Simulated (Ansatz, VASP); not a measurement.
**Sb: VASP beside Ansatz**

```
Sb
1.0
     3.39403    0.00000    0.00000
     0.00000    3.10963    0.00000
     0.00000    0.00000    3.10963
Sb
1
Cartesian
  0.0000 0.0000 0.0000
```

Alike in both runs: task single point; functional PBEsol; k mesh 12 × 12 × 12; occupations gaussian, width 0.1 eV; no spin polarisation.

```csv
,VASP,Ansatz
version,VASP 6.6.1,Ansatz 0.2.0
potentials or method,"VASP PAW PBE potentials, release 64 (Sb)","scalar-relativistic, plane waves, PAW"
plane-wave cutoff (eV),520,420
valence electrons in the cell,5,15
```

Ansatz gave:

* gap on the k mesh at the Fermi level (eV): none
* pressure (GPa): -5.6
* largest component of the traceless stress (GPa): 3.58

Estimate VASP's values.

gap on the k mesh at the Fermi level (eV): none; pressure (GPa): -5.5; largest component of the traceless stress (GPa): 3.60.

A gap of «none» marks a metal or a gap that the smearing closes. With one functional, cell and mesh, what is left measures potentials, basis and numerics. The two sets of potentials don't hold the same shells in valence.

Caveats: the PAW data sets were made with another functional, which shifts forces and pressure a little (VASP). The runs have no spin-orbit coupling, so splittings on Sb are missing.
